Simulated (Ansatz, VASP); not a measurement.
# Be: VASP beside Ansatz

```
Be
1.0
     2.24829    0.00000    0.00000
    -1.12415    1.94708    0.00000
     0.00000    0.00000    3.55115
Be
2
Direct
  0.33333 0.66667 0.25000
  0.66667 0.33333 0.75000
```

Alike in both runs: task relaxation of shape and atoms at fixed volume; functional LDA; k mesh 21 × 21 × 12; occupations gaussian, width 0.1 eV; no spin polarisation.

```csv
,VASP,Ansatz
version,VASP 6.6.1,Ansatz 0.2.0
potentials or method,"VASP PAW LDA potentials, release 64 (Be)","scalar-relativistic, plane waves, PAW"
plane-wave cutoff (eV),600,420
valence electrons in the cell,4,4
```

Ansatz gave:

| Property | Result |
| --- | --- |
| gap on the k mesh at the Fermi level, each at its own relaxed structure (eV) | none |
| relaxed volume (Å³/atom) | 7.77 |
| relaxed cell length with the largest relative difference (Å) | 3.548 |

Question: What did VASP give for the same quantities?

Answer: gap on the k mesh at the Fermi level, each at its own relaxed structure (eV): none; relaxed volume (Å³/atom): 7.77; relaxed cell length with the largest relative difference (Å): 3.549.

A gap of «none» marks a metal or a gap that the smearing closes.
